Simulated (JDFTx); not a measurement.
The system is CsSnI3.

```
Cs I Sn
1.0
     6.20570    0.00000    0.00000
     0.00000    6.20570    0.00000
     0.00000    0.00000    6.20570
Cs I Sn
1 3 1
Cartesian
  0.0000 0.0000 0.0000
  3.1029 3.1029 0.0000
  3.1029 0.0000 3.1029
  0.0000 3.1029 3.1029
  3.1029 3.1029 3.1029
```

* Program: JDFTx 1.7.0 (patched build)
* Task: single point
* Functional: PBEsol
* Potentials or basis: PseudoDojo-SR-PBEsol-0.4.1-standard with smoothed tails
* Cutoff: 980 eV
* Density cutoff: 7837 eV
* k mesh: 5 × 5 × 5
* Occupations: fermi-dirac, width 0.05 eV
* Spin: no spin polarisation

On this cell: pressure -0.7 GPa; largest force zero by symmetry; band gap on the k mesh 1.73 eV, direct.

The same run follows on a disturbed copy (atoms moved at random, drawn with an rms of 0.05 Å):

```
Cs I Sn
1.0
     6.20570    0.00000    0.00000
     0.00000    6.20570    0.00000
     0.00000    0.00000    6.20570
Cs I Sn
1 3 1
Direct
  0.99540 0.99366 0.99756
  0.50557 0.49643 0.00787
  0.49834 0.99677 0.49596
  0.01305 0.50280 0.49803
  0.49958 0.50147 0.49721
```

Problem. What does the disturbed cell give?

Solution. The energy moves by +1.6 meV/atom; pressure -0.6 GPa; largest force 0.121 eV/Å; band gap on the k mesh 1.70 eV, direct.

Forces in eV/Å, atoms in the order of the input:
```
Cs   0.002 -0.002  0.004
I    0.022  0.002 -0.099
I    0.035  0.031  0.028
I   -0.118 -0.010  0.024
Sn   0.060 -0.021  0.044
```

Caveats: the empty levels aren't tightly converged; spin-orbit coupling is left out, which moves the levels of the heavy elements; an odd mesh through Γ misses points on the zone boundary, where band edges often lie; the cell was measured hot, at 500 K.
